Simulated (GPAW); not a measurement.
The system is Zn.

```
Zn
1.0
     2.67000    0.00000    0.00000
    -1.33500    2.31229    0.00000
     0.00000    0.00000    4.96600
Zn
2
Direct
  0.66667 0.33333 0.75000
  0.33333 0.66667 0.25000
```

| Property | Result |
| --- | --- |
| Program | GPAW 26.7.0 |
| Task | relaxation of cell and atoms |
| Functional | PBEsol |
| Potentials or basis | PAW data sets generated in the run's folder for this functional |
| Cutoff | 600 eV |
| Basis | pw |
| k mesh | 8 × 8 × 4 |
| Occupations | fermi-dirac, width 0.05 eV |
| Spin | no spin polarisation |

At the start: pressure -5.7 GPa; volume 15.33 Å³/atom.

Question: Where does the relaxation end?

Answer: Over 10 steps the energy falls by 53.6 meV/atom and the volume is 13.92 Å³/atom (-9.2 %); space group P6_3/mmc (No. 194, to 0.05 Å).

Step by step:
```csv
step,energy change (eV),largest force (eV/Å),pressure (GPa),volume (Å³)
1,0.0000,0.0000,-5.70,30.66
2,-0.0125,0.0000,-5.01,30.30
3,-0.0547,0.0000,2.28,27.63
4,-0.0590,0.0000,0.63,28.07
5,-0.0630,0.0000,-0.02,28.22
6,-0.0753,0.0000,-1.10,28.26
7,-0.1048,0.0001,1.55,27.42
8,-0.1068,0.0000,-0.11,27.87
9,-0.1072,0.0001,-0.14,27.88
10,-0.1072,0.0001,0.02,27.83
```

Final structure:
```cif
data_structure
_symmetry_space_group_name_H-M 'P 1'
_symmetry_Int_Tables_number 1
_cell_length_a 2.6832
_cell_length_b 2.6832
_cell_length_c 4.4640
_cell_angle_alpha 90.000
_cell_angle_beta 90.000
_cell_angle_gamma 120.000
_cell_volume 27.83
loop_
_atom_site_label
_atom_site_type_symbol
_atom_site_fract_x
_atom_site_fract_y
_atom_site_fract_z
_atom_site_occupancy
Zn1 Zn 0.66667 0.33333 0.75000 1
Zn2 Zn 0.33333 0.66667 0.25000 1
```

Caveat: later steps reuse the first step's grids.
